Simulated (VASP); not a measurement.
Input of a VASP 6.6.1 run:

Contents of INCAR:

```
  ALGO = Fast
  EDIFF = 1E-7
  EDIFFG = -0.03
  ENCUT = 600
  GGA = PE
  IBRION = 2
  ISIF = 8
  ISMEAR = -1
  LASPH = True
  LCHARG = False
  LREAL = False
  LWAVE = False
  NELM = 100
  NSW = 80
  PREC = Accurate
  SIGMA = 0.05
```

Contents of KPOINTS:

```
k-points
0
Gamma
  5 5 5
```

Contents of POSCAR:

```
SnTe3
1.0
    5.4605880000      0.0000000000      0.0000000000
    2.7302940000      4.7290079276      0.0000000000
    2.7302940000      1.5763359759      4.4585514319
Sn Te
1 3
Direct
    0.0000000000      0.0000000000      0.0000000000
    0.2500000000      0.2500000000      0.2500000000
    0.7500000000      0.7500000000      0.7500000000
    0.5000000000      0.5000000000      0.5000000000
```

Potentials or basis: VASP PAW PBE potentials, release 64 (Sn_d, Te).

Run with:

```bash
$ cat potpaw_PBE.64/Sn_d/POTCAR potpaw_PBE.64/Te/POTCAR > POTCAR
$ mpirun -np 1 vasp_std > vasp.out
```

(1) What does it give for the relaxed volume?

(2) Predict the space group after relaxing (to 0.05 Å).

Answers

(1) 28.97 Å³/atom.

(2) Fm-3m (No. 225).
